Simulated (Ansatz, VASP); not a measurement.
## Two plane-wave programs on TiO

```
CELL_PARAMETERS angstrom
2.75864 0.00000 0.00000
-1.37932 2.38905 0.00000
0.00000 0.00000 2.77002
ATOMIC_POSITIONS crystal
Ti 0.66667 0.33333 0.00000
O 0.00000 0.00000 0.50000
```

Alike in both runs: functional PBEsol; k mesh 18 × 18 × 16; occupations gaussian, width 0.1 eV; no spin polarisation.

Ansatz relaxed the structure, and its values are those at the end. VASP's run is a single point on that final structure, the one shown.

```csv
,VASP,Ansatz
version,VASP 6.6.1,Ansatz 0.2.0
potentials or method,"VASP PAW PBE potentials, release 64 (Ti_sv, O)","scalar-relativistic, plane waves, PAW"
plane-wave cutoff (eV),520,420
valence electrons in the cell,18,18
```

|  | VASP | Ansatz | Ansatz less VASP |
| --- | --- | --- | --- |
| gap on the k mesh at the Fermi level (eV) | none | none | - |
| pressure (GPa) | 9.1 | 8.3 | -0.79 |

A gap of «none» marks a metal or a gap that the smearing closes.

Caveats: the PAW data sets were made with another functional, which shifts forces and pressure a little (VASP); semilocal functionals often make such compounds metallic where correlation or magnetic order opens a gap, which also shifts bond lengths.
